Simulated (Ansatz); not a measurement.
Ansatz input file:

```yaml
crystal:
  lattice:
    - [3.1465397452, 0.0, 0.0]
    - [-1.5732698726, 2.7249833534, 0.0]
    - [0.0, 0.0, 27.8456947186]
  atoms:
    - { symbol: C, position: [0.3333333333, 0.6666666667, 0.2693414575] }
    - { symbol: Nb, position: [0.6666666667, 0.3333333333, 0.315473166] }
    - { symbol: C, position: [0.0, 0.0, 0.3616048745] }
    - { symbol: Nb, position: [0.3333333333, 0.6666666667, 0.407736583] }
    - { symbol: C, position: [0.6666666667, 0.3333333333, 0.4538682915] }
    - { symbol: Nb, position: [0.0, 0.0, 0.5] }
    - { symbol: C, position: [0.3333333333, 0.6666666667, 0.5461317085] }
    - { symbol: Nb, position: [0.6666666667, 0.3333333333, 0.592263417] }
    - { symbol: C, position: [0.0, 0.0, 0.6383951255] }
    - { symbol: Nb, position: [0.3333333333, 0.6666666667, 0.684526834] }
    - { symbol: C, position: [0.6666666667, 0.3333333333, 0.7306585425] }
basis:
  ecutwfc: 420
kpoints:
  mp_grid: { grid: [12, 12, 1] }
hamiltonian:
  xc: pbesol
scf:
  occupations: { method: gaussian, width: 0.1 }
output:
  forces: true
  eigenvalues: true
relax:
  adjacent_minimum: "off"
  f_tol: 0.02
  max_steps: 60
efield:
  axis: 3
  dipole_correction: true
```

It can be run as
```bash
ansatz run input.yaml --threads 1 --pin off --backend cpu --events-out ev --progress --plain --runs-dir out  # memory cap (--max-ram) not shown
```

Level of theory: Ansatz, DFT PBEsol, scalar-relativistic, plane waves, PAW.

Abridged output:

```
Pseudopotentials: kind: paw
Pseudopotential: C, paw, valence charge 4, recommended cutoff 420 eV (normal)
Pseudopotential: Nb, paw, valence charge 13, recommended cutoff 420 eV (normal)
Functional definition: PBEsol
Crystal: 11 atoms, lattice volume = 238.756 Å³
Basis set: ecut = 420 eV, 4629 PW (Γ), exchange–correlation on 48×48×384 points (8 copies of the dense FFT grid, shifted against one another)
Bands: 56, of which v1, the nominal top of the filled ones, is band 45 counted from 1 (44 counted from 0)
Symmetry: 6 space group operations
k-points: 19 of 144 (time reversal used)
Initial density: superposition of atomic densities (neutral atoms: chi_scale 0, normalization atom), corrected by the library's trained network
Initial wavefunctions: pseudopotential atomic-orbital guess
Functional: x = pbesol(κ = 0.804, μ = 0.12345679), c = pbesol(β = 0.046)
SCF iter   1: F=—  HF=-23956.563453 eV  |F-HF|=—  |Δ(HF+E_count)|=         —  Δρ=9.60e-3  dr2=2.53e0  ethr=1.77e-3  p=0.000 e·Å  D=2.21e-13 V/Å  ΔV_dip= 0.00 eV  dr2_dipole=2.51e-5  V_vac-E_F(+/−)=6.40/6.40 eV  ⟨swp⟩=6.8  Hψ=4822  notcnv=0
efield: sawtooth ramp at fractional position 0.9500 (placed from the atoms, in the widest stretch of the axis that holds none; the zero of the levels goes with the place), width 0.1000; the density the first Hamiltonian is built on has a dipole p = 0.000 e·Å; the dipole correction subtracts the counter field D = 2.21e-13 V/Å, which shifts the + side's vacuum level by  0.00 eV against the − side's; the planar-averaged density in the ramp window peaks in size at 4.1e-5 e/Å³
SCF iter   2: F=—  HF=-23956.467623 eV  |F-HF|=—  |Δ(HF+E_count)|=   9.58e-2  Δρ=2.84e-3  dr2=3.21e-2  ethr=1.77e-3  p= 0.000 e·Å  D=-2.65e-5 V/Å  ΔV_dip=0.00 eV  dr2_dipole=2.14e-6  V_vac-E_F(+/−)=6.54/6.54 eV  ⟨swp⟩=1.8  Hψ=1291  notcnv=0  defer=37
SCF iter   3: F=—  HF=-23956.466085 eV  |F-HF|=—  |Δ(HF+E_count)|=   1.54e-3  Δρ=8.17e-4  dr2=2.36e-3  ethr=3.60e-5  p=0.000 e·Å  D=6.04e-6 V/Å  ΔV_dip= 0.00 eV  dr2_dipole=2.66e-7  V_vac-E_F(+/−)=6.58/6.58 eV  ⟨swp⟩=3.4  Hψ=1903  notcnv=0  defer=71
SCF iter   4: F=—  HF=-23956.465749 eV  |F-HF|=—  |Δ(HF+E_count)|=   3.36e-4  Δρ=1.98e-4  dr2=2.31e-4  ethr=2.65e-6  p=0.000 e·Å  D=4.01e-7 V/Å  ΔV_dip= 0.00 eV  dr2_dipole=1.46e-8  V_vac-E_F(+/−)=6.56/6.56 eV  ⟨swp⟩=2.2  Hψ=1581  notcnv=0  defer=61
SCF iter   5: F=-23956.465745 eV  HF=-23956.465746 eV  |F-HF|=1.21e-6  |Δ(HF+E_count)|=   2.83e-6  Δρ=4.10e-5  dr2=5.16e-6  ethr=2.59e-7  p=0.000 e·Å  D=5.90e-7 V/Å  ΔV_dip= 0.00 eV  dr2_dipole=8.02e-10  V_vac-E_F(+/−)=6.56/6.56 eV  ⟨swp⟩=2.8  Hψ=1774  notcnv=0  defer=53
SCF iter   6: F=-23956.465748 eV  HF=-23956.465748 eV  |F-HF|=1.29e-7  |Δ(HF+E_count)|=   1.74e-6  Δρ=1.27e-5  dr2=5.87e-7  ethr=5.80e-9  p=0.000 e·Å  D=1.88e-7 V/Å  ΔV_dip= 0.00 eV  dr2_dipole=1.48e-11  V_vac-E_F(+/−)=6.56/6.56 eV  ⟨swp⟩=10.6  Hψ=5670  notcnv=0
SCF iter   7: F=-23956.465748 eV  HF=-23956.465748 eV  |F-HF|=4.56e-8  |Δ(HF+E_count)|=   3.64e-7  Δρ=4.82e-6  dr2=7.94e-8  ethr=6.59e-10  p=0.000 e·Å  D=3.34e-8 V/Å  ΔV_dip= 0.00 eV  dr2_dipole=8.31e-14  V_vac-E_F(+/−)=6.56/6.56 eV  ⟨swp⟩=2.0  Hψ=3204  notcnv=0
SCF iter   8: F=-23956.465748 eV  HF=-23956.465748 eV  |F-HF|=1.80e-8  |Δ(HF+E_count)|=   7.02e-8  Δρ=1.11e-6  dr2=2.97e-9  ethr=8.92e-11  p= 0.000 e·Å  D=-2.40e-9 V/Å  ΔV_dip=0.00 eV  dr2_dipole=9.17e-15  V_vac-E_F(+/−)=6.56/6.56 eV  ⟨swp⟩=1.2  Hψ=2721  notcnv=0
SCF 1 converged in 8 iterations: F = -23956.465748 eV  dr2 = 2.97e-9
relax step   1: F+E_penalty+E_count = -23956.46574840 eV  Δ(F+E_penalty+E_count) = +0.000e0 eV  max|allowed force component| = 3.000e0 eV/Å  Δτ_max = 0.0000 Å  (8 SCF iters, dr2 threshold 1.00e-5 eV, accepted)
Initial density: handed on by an earlier stage of this run
Initial wavefunctions: those handed on with the density
SCF iter   1: F=—  HF=-23957.694169 eV  |F-HF|=—  |Δ(HF+E_count)|=         —  Δρ=2.41e-2  dr2=1.08e1  ethr=3.10e-3  p= 0.000 e·Å  D=-2.40e-9 V/Å  ΔV_dip=0.00 eV  dr2_dipole=1.20e-12  V_vac-E_F(+/−)=6.94/6.94 eV  ⟨swp⟩=4.9  Hψ=2373  notcnv=0  defer=72
efield: sawtooth ramp at fractional position 0.9500 (handed on by an earlier solve), width 0.1000; the density the first Hamiltonian is built on has a dipole p =  0.000 e·Å; the dipole correction subtracts the counter field D = -2.40e-9 V/Å, which shifts the + side's vacuum level by +0.00 eV against the − side's; the planar-averaged density in the ramp window peaks in size at 9.0e-7 e/Å³
SCF iter   2: F=—  HF=-23957.501092 eV  |F-HF|=—  |Δ(HF+E_count)|=   1.93e-1  Δρ=2.03e-2  dr2=1.06e1  ethr=3.10e-3  p=0.000 e·Å  D=7.47e-6 V/Å  ΔV_dip= 0.00 eV  dr2_dipole=1.11e-8  V_vac-E_F(+/−)=7.13/7.13 eV  ⟨swp⟩=2.4  Hψ=1755  notcnv=0  defer=96
SCF iter   3: F=—  HF=-23957.219743 eV  |F-HF|=—  |Δ(HF+E_count)|=   2.81e-1  Δρ=4.37e-3  dr2=3.93e-1  ethr=3.10e-3  p=0.000 e·Å  D=3.31e-6 V/Å  ΔV_dip= 0.00 eV  dr2_dipole=5.44e-9  V_vac-E_F(+/−)=6.99/6.99 eV  ⟨swp⟩=2.2  Hψ=1564  notcnv=0  defer=83
SCF iter   4: F=—  HF=-23957.203958 eV  |F-HF|=—  |Δ(HF+E_count)|=   1.58e-2  Δρ=7.75e-4  dr2=1.28e-2  ethr=4.41e-4  p=0.000 e·Å  D=1.68e-6 V/Å  ΔV_dip= 0.00 eV  dr2_dipole=1.58e-8  V_vac-E_F(+/−)=6.99/6.99 eV  ⟨swp⟩=2.0  Hψ=1456  notcnv=0  defer=81
SCF iter   5: F=—  HF=-23957.202953 eV  |F-HF|=—  |Δ(HF+E_count)|=   1.00e-3  Δρ=1.71e-4  dr2=1.36e-4  ethr=1.44e-5  p=0.000 e·Å  D=2.57e-6 V/Å  ΔV_dip= 0.00 eV  dr2_dipole=7.04e-9  V_vac-E_F(+/−)=6.98/6.98 eV  ⟨swp⟩=2.1  Hψ=1403  notcnv=0  defer=82
SCF iter   6: F=-23957.202955 eV  HF=-23957.203014 eV  |F-HF|=5.99e-5  |Δ(HF+E_count)|=   6.15e-5  Δρ=7.37e-5  dr2=7.00e-5  ethr=1.12e-7  p=0.000 e·Å  D=8.44e-7 V/Å  ΔV_dip= 0.00 eV  dr2_dipole=1.16e-9  V_vac-E_F(+/−)=6.98/6.98 eV  ⟨swp⟩=13.3  Hψ=6674  notcnv=0
SCF 2 converged in 6 iterations: F = -23957.202955 eV  dr2 = 7.00e-5
relax step   2: F+E_penalty+E_count = -23957.20295451 eV  Δ(F+E_penalty+E_count) = -7.372e-1 eV  max|allowed force component| = 1.059e0 eV/Å  Δτ_max = 0.1948 Å  (6 SCF iters, dr2 threshold 1.00e-4 eV, accepted)
SCF iter   1: F=—  HF=-23957.314381 eV  |F-HF|=—  |Δ(HF+E_count)|=         —  Δρ=6.24e-3  dr2=3.39e-1  ethr=3.83e-4  p=0.000 e·Å  D=8.44e-7 V/Å  ΔV_dip= 0.00 eV  dr2_dipole=1.90e-9  V_vac-E_F(+/−)=7.02/7.02 eV  ⟨swp⟩=1.6  Hψ=3180  notcnv=0  defer=80
efield: sawtooth ramp at fractional position 0.9500 (handed on by an earlier solve), width 0.1000; the density the first Hamiltonian is built on has a dipole p = 0.000 e·Å; the dipole correction subtracts the counter field D = 8.44e-7 V/Å, which shifts the + side's vacuum level by  0.00 eV against the − side's; the planar-averaged density in the ramp window peaks in size at 9.1e-7 e/Å³
SCF iter   2: F=—  HF=-23957.288926 eV  |F-HF|=—  |Δ(HF+E_count)|=   2.55e-2  Δρ=4.00e-3  dr2=6.90e-2  ethr=3.81e-4  p=0.000 e·Å  D=1.01e-6 V/Å  ΔV_dip= 0.00 eV  dr2_dipole=2.68e-10  V_vac-E_F(+/−)=7.03/7.03 eV  ⟨swp⟩=3.3  Hψ=1942  notcnv=0  defer=80
SCF iter   3: F=—  HF=-23957.271834 eV  |F-HF|=—  |Δ(HF+E_count)|=   1.71e-2  Δρ=6.98e-4  dr2=2.43e-3  ethr=7.75e-5  p=0.000 e·Å  D=1.01e-6 V/Å  ΔV_dip= 0.00 eV  dr2_dipole=2.34e-11  V_vac-E_F(+/−)=7.02/7.02 eV  ⟨swp⟩=2.6  Hψ=1777  notcnv=0  defer=80
SCF iter   4: F=—  HF=-23957.271373 eV  |F-HF|=—  |Δ(HF+E_count)|=   4.61e-4  Δρ=1.85e-4  dr2=3.64e-4  ethr=2.73e-6  p=0.000 e·Å  D=9.76e-7 V/Å  ΔV_dip= 0.00 eV  dr2_dipole=4.15e-12  V_vac-E_F(+/−)=7.03/7.03 eV  ⟨swp⟩=2.8  Hψ=1776  notcnv=0  defer=80
SCF iter   5: F=-23957.271331 eV  HF=-23957.271359 eV  |F-HF|=2.79e-5  |Δ(HF+E_count)|=   1.37e-5  Δρ=5.89e-5  dr2=3.47e-5  ethr=7.87e-8  p=0.000 e·Å  D=4.56e-7 V/Å  ΔV_dip= 0.00 eV  dr2_dipole=1.05e-12  V_vac-E_F(+/−)=7.02/7.02 eV  ⟨swp⟩=12.7  Hψ=5992  notcnv=0
SCF 3 converged in 5 iterations: F = -23957.271331 eV  dr2 = 3.47e-5
relax step   3: F+E_penalty+E_count = -23957.27133139 eV  Δ(F+E_penalty+E_count) = -6.838e-2 eV  max|allowed force component| = 3.334e-1 eV/Å  Δτ_max = 0.0839 Å  (5 SCF iters, dr2 threshold 7.00e-5 eV, accepted)
SCF iter   1: F=—  HF=-23957.292319 eV  |F-HF|=—  |Δ(HF+E_count)|=         —  Δρ=3.92e-3  dr2=1.47e-1  ethr=7.21e-4  p=0.000 e·Å  D=4.56e-7 V/Å  ΔV_dip= 0.00 eV  dr2_dipole=3.06e-10  V_vac-E_F(+/−)=7.03/7.03 eV  ⟨swp⟩=2.0  Hψ=1807  notcnv=0  defer=81
efield: sawtooth ramp at fractional position 0.9500 (handed on by an earlier solve), width 0.1000; the density the first Hamiltonian is built on has a dipole p = 0.000 e·Å; the dipole correction subtracts the counter field D = 4.56e-7 V/Å, which shifts the + side's vacuum level by  0.00 eV against the − side's; the planar-averaged density in the ramp window peaks in size at 7.5e-7 e/Å³
SCF iter   2: F=—  HF=-23957.285837 eV  |F-HF|=—  |Δ(HF+E_count)|=   6.48e-3  Δρ=1.55e-3  dr2=8.61e-3  ethr=1.66e-4  p=0.000 e·Å  D=4.98e-7 V/Å  ΔV_dip= 0.00 eV  dr2_dipole=2.20e-10  V_vac-E_F(+/−)=7.11/7.11 eV  ⟨swp⟩=2.0  Hψ=1397  notcnv=0  defer=81
SCF iter   3: F=—  HF=-23957.284196 eV  |F-HF|=—  |Δ(HF+E_count)|=   1.64e-3  Δρ=5.60e-4  dr2=2.80e-3  ethr=9.67e-6  p=0.000 e·Å  D=7.88e-8 V/Å  ΔV_dip= 0.00 eV  dr2_dipole=5.04e-12  V_vac-E_F(+/−)=7.04/7.04 eV  ⟨swp⟩=3.0  Hψ=1775  notcnv=0  defer=81
SCF iter   4: F=—  HF=-23957.284001 eV  |F-HF|=—  |Δ(HF+E_count)|=   1.95e-4  Δρ=2.04e-4  dr2=2.85e-4  ethr=3.15e-6  p= 0.000 e·Å  D=-1.50e-8 V/Å  ΔV_dip=0.00 eV  dr2_dipole=9.21e-14  V_vac-E_F(+/−)=7.05/7.05 eV  ⟨swp⟩=2.0  Hψ=1138  notcnv=0  defer=81
SCF iter   5: F=—  HF=-23957.283992 eV  |F-HF|=—  |Δ(HF+E_count)|=   8.83e-6  Δρ=4.05e-5  dr2=1.14e-5  ethr=1.24e-8  p=0.000 e·Å  D=8.31e-8 V/Å  ΔV_dip= 0.00 eV  dr2_dipole=8.60e-14  V_vac-E_F(+/−)=7.05/7.05 eV  ⟨swp⟩=12.4  Hψ=6566  notcnv=0
SCF iter   6: F=-23957.283992 eV  HF=-23957.283992 eV  |F-HF|=2.42e-9  |Δ(HF+E_count)|=   4.97e-7  Δρ=8.44e-6  dr2=3.09e-7  ethr=1.24e-8  p=0.000 e·Å  D=2.80e-8 V/Å  ΔV_dip= 0.00 eV  dr2_dipole=1.17e-13  V_vac-E_F(+/−)=7.05/7.05 eV  ⟨swp⟩=5.2  Hψ=3636  notcnv=0
SCF 4 converged in 6 iterations: F = -23957.283992 eV  dr2 = 3.09e-7
relax step   4: F+E_penalty+E_count = -23957.28399226 eV  Δ(F+E_penalty+E_count) = -1.266e-2 eV  max|allowed force component| = 4.528e-2 eV/Å  Δτ_max = 0.0277 Å  (6 SCF iters, dr2 threshold 1.10e-5 eV, accepted)
SCF iter   1: F=—  HF=-23957.285020 eV  |F-HF|=—  |Δ(HF+E_count)|=         —  Δρ=1.13e-3  dr2=1.36e-2  ethr=1.46e-4  p=0.000 e·Å  D=2.80e-8 V/Å  ΔV_dip= 0.00 eV  dr2_dipole=5.57e-11  V_vac-E_F(+/−)=7.05/7.05 eV  ⟨swp⟩=1.3  Hψ=1394  notcnv=0
efield: sawtooth ramp at fractional position 0.9500 (handed on by an earlier solve), width 0.1000; the density the first Hamiltonian is built on has a dipole p = 0.000 e·Å; the dipole correction subtracts the counter field D = 2.80e-8 V/Å, which shifts the + side's vacuum level by  0.00 eV against the − side's; the planar-averaged density in the ramp window peaks in size at 6.0e-7 e/Å³
SCF iter   2: F=—  HF=-23957.284464 eV  |F-HF|=—  |Δ(HF+E_count)|=   5.56e-4  Δρ=4.19e-4  dr2=4.21e-4  ethr=1.53e-5  p= 0.000 e·Å  D=-2.56e-7 V/Å  ΔV_dip=0.00 eV  dr2_dipole=2.00e-11  V_vac-E_F(+/−)=7.06/7.06 eV  ⟨swp⟩=1.9  Hψ=1319  notcnv=0  defer=2
SCF iter   3: F=—  HF=-23957.284361 eV  |F-HF|=—  |Δ(HF+E_count)|=   1.03e-4  Δρ=1.47e-4  dr2=1.62e-4  ethr=4.73e-7  p=0.000 e·Å  D=1.47e-7 V/Å  ΔV_dip= 0.00 eV  dr2_dipole=5.49e-13  V_vac-E_F(+/−)=7.05/7.05 eV  ⟨swp⟩=3.0  Hψ=2099  notcnv=0  defer=2
SCF iter   4: F=—  HF=-23957.284354 eV  |F-HF|=—  |Δ(HF+E_count)|=   7.43e-6  Δρ=5.03e-5  dr2=1.94e-5  ethr=1.82e-7  p=0.000 e·Å  D=7.78e-8 V/Å  ΔV_dip= 0.00 eV  dr2_dipole=1.70e-12  V_vac-E_F(+/−)=7.05/7.05 eV  ⟨swp⟩=2.1  Hψ=1134  notcnv=0  defer=2
SCF iter   5: F=—  HF=-23957.284367 eV  |F-HF|=—  |Δ(HF+E_count)|=   1.34e-5  Δρ=1.12e-5  dr2=8.02e-7  ethr=2.18e-8  p=0.000 e·Å  D=3.99e-8 V/Å  ΔV_dip= 0.00 eV  dr2_dipole=6.98e-13  V_vac-E_F(+/−)=7.05/7.05 eV  ⟨swp⟩=2.1  Hψ=1463  notcnv=0  defer=2
SCF iter   6: F=-23957.284367 eV  HF=-23957.284367 eV  |F-HF|=2.60e-8  |Δ(HF+E_count)|=   6.33e-8  Δρ=2.09e-6  dr2=1.96e-8  ethr=1.12e-10  p= 0.000 e·Å  D=-5.65e-9 V/Å  ΔV_dip=0.00 eV  dr2_dipole=3.15e-15  V_vac-E_F(+/−)=7.05/7.05 eV  ⟨swp⟩=12.1  Hψ=5648  notcnv=0
SCF 5 converged in 6 iterations: F = -23957.284367 eV  dr2 = 1.96e-8
relax step   5: F+E_penalty+E_count = -23957.28436703 eV  Δ(F+E_penalty+E_count) = -3.748e-4 eV  max|allowed force component| = 4.223e-3 eV/Å  Δτ_max = 0.0081 Å  (6 SCF iters, accepted)
SCF converged after 6 iterations
Free energy (F): -23957.284367 eV
Harris-Foulkes:  -23957.284367 eV  (|F-HF|=2.60e-8)
Internal energy: -23957.260159 eV  (E = F + TS)
E sigma→0 (E₀):  -23957.272263 eV
Entropy (-TS):   -0.024208 eV (-2.201 meV/atom)
Fermi energy:    5.177522 eV
Dipole field:    D = 0.000000 V/Å  (p = 0.000000 e·Å, saw-weighted, corrected)
Work function:   Φ+ = 7.0536 eV   Φ− = 7.0536 eV
Levels:          The Fermi level and band energies are counted from a zero that moves with the ramp; work functions are not
--- Per-component energies (eV) ---
  E_band       = -1269.065773
  E_kinetic    = 2503.367763
  E_local      = -107490.783512  (includes V_loc(G=0)·N_el)
  E_nonlocal   = 757.767948
  E_hartree    = 52479.561988
  E_xc         = -1162.653992
  E_vxc        = -1423.718163  (∫ρ·V_xc dr)
  E_paw        = -15653.306121  (= ΣΔE_a)
  E_vpaw       = -574.809312  (= ΣTr[D̂ρ^β])
  E_aug_tail   = 0.000067  (compensation charges beyond the density's cutoff)
  E_efield     = 0.000000  (sawtooth field / dipole correction)
  E_vefield    = 0.000000  (∫n·V_field dr)
  E_ewald      = 44607.715553
  E_core_change = 1.070148  (= ΣΔE_core)
  E_smearing   = -0.024208  (= −TS)
--- Forces (eV/Å), atoms counted from 1 ---
  atom   1  C      0.00000000     0.00000000    -0.00393227
  atom   2  Nb     0.00000000     0.00000000     0.00399434
  atom   3  C      0.00000000     0.00000000     0.00422183
  atom   4  Nb     0.00000000     0.00000000     0.00122862
  atom   5  C      0.00000000     0.00000000     0.00021613
  atom   6  Nb     0.00000000     0.00000000     0.00000083
  atom   7  C      0.00000000     0.00000000    -0.00021499
  atom   8  Nb     0.00000000     0.00000000    -0.00122878
  atom   9  C      0.00000000     0.00000000    -0.00422323
  atom  10  Nb     0.00000000     0.00000000    -0.00399471
  atom  11  C      0.00000000     0.00000000     0.00393310
--- Band table (eV; the first three rows and the last of 19) ---
  k-point 0: bands = ["-50.3152", "-50.2604", "-50.2335", "-49.1948", "-49.1948", "-26.8358", "-26.5428", "-26.2388", "-26.1518", "-26.1518", "-26.1042", "-26.1042", "-26.0870", "-26.0870", "-25.3812", "-25.3777", "-25.0707", "-25.0707", "-25.0707", "-25.0707", "-7.9663", "-7.2217", "-6.2825", "-5.3391", "-4.0175", "-3.6374", "-1.3496", "0.0217", "0.3135", "0.3135", "0.9791", "0.9791", "1.3545", "1.8843", "1.8843", "2.4130", "2.7737", "2.7737", "3.1880", "3.6625", "3.6625", "4.6841", "4.6841", "5.1296", "5.1516", "5.1516", "5.7073", "5.7073", "5.9439", "6.2663", "6.2663", "6.7393", "7.2424", "7.2424", "7.4717", "7.4717"]
  k-point 1: bands = ["-50.3090", "-50.2552", "-50.2294", "-49.1895", "-49.1895", "-26.8188", "-26.5381", "-26.2534", "-26.1938", "-26.1667", "-26.1428", "-26.1294", "-26.1148", "-26.0931", "-25.3737", "-25.3709", "-25.1203", "-25.1202", "-25.0816", "-25.0816", "-7.8139", "-7.0924", "-6.1935", "-5.3221", "-3.9742", "-3.7290", "-1.3361", "-0.0865", "0.4001", "0.4587", "0.8678", "1.0547", "1.4322", "1.7134", "1.9386", "2.4303", "2.5017", "2.7909", "3.0445", "3.2552", "3.7474", "3.9690", "4.1019", "4.9363", "5.2831", "5.5591", "6.0201", "6.0497", "6.2294", "6.3933", "6.4610", "7.0458", "7.1440", "7.2241", "7.3487", "7.5611"]
  k-point 2: bands = ["-50.2918", "-50.2410", "-50.2183", "-49.1750", "-49.1750", "-26.7725", "-26.5371", "-26.3435", "-26.2916", "-26.2586", "-26.2052", "-26.1834", "-26.1437", "-26.1118", "-25.3553", "-25.3541", "-25.2521", "-25.2517", "-25.1113", "-25.1113", "-7.3893", "-6.7476", "-5.9867", "-5.3631", "-3.8981", "-3.8423", "-1.1671", "-0.2481", "0.5154", "0.6041", "0.7206", "1.2179", "1.2805", "1.5132", "1.8778", "2.0218", "2.2119", "2.5141", "2.7281", "3.0786", "3.6916", "3.8182", "3.9335", "4.3118", "5.1905", "5.2432", "6.0120", "6.3185", "6.6337", "6.8899", "7.0378", "7.4618", "7.4819", "7.5239", "7.7257", "7.8631"]
  k-point 18: bands = ["-50.2015", "-50.1725", "-50.1725", "-49.1049", "-49.1049", "-26.6966", "-26.6966", "-26.6819", "-26.5883", "-26.5443", "-26.5443", "-26.3174", "-26.3174", "-26.2913", "-25.5806", "-25.5806", "-25.5392", "-25.5390", "-25.2604", "-25.2604", "-5.7172", "-5.7172", "-5.3282", "-5.3252", "-3.2659", "-3.2659", "-0.6040", "-0.4118", "-0.4118", "0.1833", "0.1833", "0.7872", "0.9872", "0.9872", "1.1814", "1.1814", "1.3984", "1.4573", "2.4351", "2.4364", "4.9692", "4.9692", "5.0197", "5.0197", "6.4062", "6.4062", "6.4152", "7.0272", "7.0272", "7.1351", "7.3644", "7.6620", "7.6620", "8.6961", "8.6961", "9.1313"]
--- Relaxed structure (5 steps of the walk, 5 accepted, 0 SCFs on fresh bases) ---
  F+E_penalty+E_count = -23957.28436703 eV   max|allowed force component| = 4.223e-3 eV/Å
  atoms:
    - { symbol: C, position: [0.33333333, 0.66666666, 0.27621148] }
    - { symbol: Nb, position: [0.66666666, 0.33333333, 0.31258426] }
    - { symbol: C, position: [0.0, 0.0, 0.36324033] }
    - { symbol: Nb, position: [0.33333333, 0.66666666, 0.40698835] }
    - { symbol: C, position: [0.66666666, 0.33333333, 0.45383154] }
    - { symbol: Nb, position: [0.0, 0.0, 0.49999999] }
    - { symbol: C, position: [0.33333333, 0.66666666, 0.54616845] }
    - { symbol: Nb, position: [0.66666666, 0.33333333, 0.59301164] }
    - { symbol: C, position: [0.0, 0.0, 0.63675966] }
    - { symbol: Nb, position: [0.33333333, 0.66666666, 0.68741573] }
    - { symbol: C, position: [0.66666666, 0.33333333, 0.72378851] }
```

The relaxation met its thresholds.